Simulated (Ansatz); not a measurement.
Ge in Ansatz: the effect of functional

Ge:

```
CELL_PARAMETERS angstrom
-2.49590 2.65086 1.43695
2.49590 -2.65086 1.43695
2.49590 2.65086 -1.43695
ATOMIC_POSITIONS crystal
Ge 0.31406 0.06406 0.25000
Ge 0.68594 0.93594 0.75000
```

This isn't the form of Ge at room conditions, which is diamond.

Alike in all runs:

```yaml
Program: Ansatz 0.2.0
Task: band structure
Potentials_or_basis: Ansatz PAW
k_mesh: 11 × 11 × 11
Occupations: fermi-dirac, width 0.05 eV
Spin: no spin polarisation
```

```tsv
functional	cutoff	pressure (GPa)	largest force (eV/Å)
PBEsol	420 eV (not typed: the program's choice for these potentials)	-2.5	0.06
RPBE	420 eV (not typed: the program's choice for these potentials)	?	?
revPBE	420 eV (not typed: the program's choice for these potentials)	2.4	0.06
BLYP	420 eV (not typed: the program's choice for these potentials)	7.4	0.08
r2SCAN	500 eV (not typed: the program's choice for these potentials)	-1.3	0.09
```

Task: What does the run with functional RPBE give?

Result: Pressure 2.9 GPa; largest force 0.05 eV/Å.

Caveats: the PAW data sets come from PBE, with cores solved anew for the run's functional, which leaves a small shift of forces and pressure.

Runs at the PBE level aren't shown here.
